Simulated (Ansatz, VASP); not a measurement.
**K: VASP beside Ansatz**

```
K
1.0
     0.00000    2.95934    2.95934
     2.95934    0.00000    2.95934
     2.95934    2.95934    0.00000
K
1
Direct
  0.00000 0.00000 0.00000
```

Alike in both runs: functional PBE; dispersion D3(BJ); k mesh 12 × 12 × 12; occupations gaussian, width 0.1 eV; no spin polarisation.

Ansatz relaxed the structure, and its values are those at the end. VASP's run is a single point on that final structure, the one shown.

|  | VASP | Ansatz |
| --- | --- | --- |
| version | VASP 6.6.1 | Ansatz 0.2.0 |
| potentials or method | VASP PAW PBE potentials, release 64 (K_sv) | scalar-relativistic, plane waves, PAW |
| plane-wave cutoff (eV) | 520 | 420 |
| valence electrons in the cell | 9 | 9 |

```csv
,VASP,Ansatz,Ansatz less VASP
gap on the k mesh at the Fermi level (eV),none,none,-
pressure (GPa),2.0,2.0,+0.01
```

A gap of «none» marks a metal or a gap that the smearing closes.

Caveats: pairwise dispersion overbinds metals, which lowers pressure and volume.
